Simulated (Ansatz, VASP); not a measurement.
# Two plane-wave programs on AlN

```xyz
4
Lattice="3.1034 0.0000 0.0000 -1.5517 2.6876 0.0000 0.0000 0.0000 4.9717" Properties=species:S:1:pos:R:3 pbc="T T T"
Al    0.0000    1.7918   -0.0042
Al    1.5517    0.8959    2.4816
N     0.0000    1.7918    1.8935
N     1.5517    0.8959    4.3793
```

Alike in both runs: functional r2SCAN; dispersion rVV10; k mesh 6 × 6 × 4; no spin polarisation.

Ansatz relaxed the structure, and its values are those at the end. VASP's run is a single point on that final structure, the one shown.

```csv
,VASP,Ansatz
version,VASP 6.6.1,Ansatz 0.2.0
potentials or method,"VASP PAW PBE potentials, release 64 (Al, N)","plane waves, PAW"
plane-wave cutoff (eV),520,500
occupations,"gaussian, width 0.01 eV",fixed
valence electrons in the cell,16,16
```

```tsv
	VASP	Ansatz	Ansatz less VASP
pressure (GPa)	-0.3	0.0	+0.34
```

Caveats: the PAW data sets were made with another functional, which shifts forces and pressure a little (VASP). r2SCAN opens gaps a little over a GGA but as a rule still falls short of measured ones.
